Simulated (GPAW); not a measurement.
Fe:

```
Fe
1.0
    -1.44300    1.44300    1.44300
     1.44300   -1.44300    1.44300
     1.44300    1.44300   -1.44300
Fe
1
Cartesian
  0.0000 0.0000 0.0000
```

Base run:

| Property | Result |
| --- | --- |
| Program | GPAW 26.7.0 |
| Functional | PBE |
| Potentials or basis | GPAW PAW data sets (gpaw-data 1.2.1) |
| Cutoff | 600 eV |
| Basis | pw |
| k mesh | 13 × 13 × 13 |
| Occupations | fermi-dirac, width 0.05 eV |
| Spin | collinear spin, ferromagnetic start |
| Starting moments | [4.5] μB |

Its results: band gap on the k mesh none (metal or under the smearing width); pressure -8.0 GPa; net moment 2.25 μB per cell; site moments Fe +2.29 μB.

Task: The run is repeated on the same cell with these changes: k mesh from 13 × 13 × 13 to 10 × 10 × 10; moments at the start from [4.5] to [3.0]. What comes out?

Result: Band gap on the k mesh none (metal or under the smearing width); pressure -9.6 GPa; net moment 2.16 μB per cell; site moments Fe +2.22 μB.

Caveats: the density grid can change from cell to cell, which puts small steps into energies and stress (some runs).
